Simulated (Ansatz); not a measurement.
YH3O3 — H-2 nuclear quadrupole resonance

Cell: a Materials Project structure (computed, not necessarily an observed phase), taken as it stands.

```
Y H O
1.0
     6.36312    0.00000    0.00000
    -3.18156    5.51062    0.00000
     0.00000    0.00000    3.55261
Y H O
2 6 6
Direct
  0.33333 0.66667 0.25000
  0.66667 0.33333 0.75000
  0.86155 0.14016 0.25000
  0.72140 0.86155 0.75000
  0.27860 0.13845 0.25000
  0.13845 0.85984 0.75000
  0.14016 0.27860 0.75000
  0.85984 0.72140 0.25000
  0.60315 0.68869 0.75000
  0.68869 0.08553 0.25000
  0.39685 0.31131 0.25000
  0.31131 0.91447 0.75000
  0.08553 0.39685 0.75000
  0.91447 0.60315 0.25000
```

Atoms are numbered from 1 in the order listed; like atoms form one site, named after its first atom.

Computed with Ansatz: DFT, r2SCAN, plane waves and PAW, scalar-relativistic, 500 eV cutoff, Γ-centred 4×4×6 k-points, Fermi–Dirac smearing 0.02 eV.

H-2: I = 1, Q = 2.858 mb (year-2017 value). Static lattice, zero field.

Task: Predict the zero-field H-2 lines of each site.

Result: For I = 1 the lines are ν± = (3/4)|C_Q|(1 ± η/3) and ν₀ = |C_Q|η/2.

```csv
site,atoms,V_zz (10²¹ V/m²),C_Q (MHz),η,line frequencies (MHz)
H,"3, 4, 5, 6, 7, 8",4.15,0.287,0.01,"0.00204, 0.214, 0.216"
```

At H V_zz points along its bond to O (within 1°).

At this cell the principal stresses reach 5 GPa in size with r2SCAN, which can matter for small gradients. The largest force is 0.5 eV/Å, so the atoms aren't at the calculated equilibrium and relaxing them would move these values.

The run took 9.4 s of wall time (9.4 s of CPU time) and 0.76 GiB at its peak, on 1 thread of Intel Xeon 6975P-C (Granite Rapids) (x86_64; 2 cores open to the job, memory cap 2.5 GiB, no GPU), a shared host with a load of 0.2 a core.
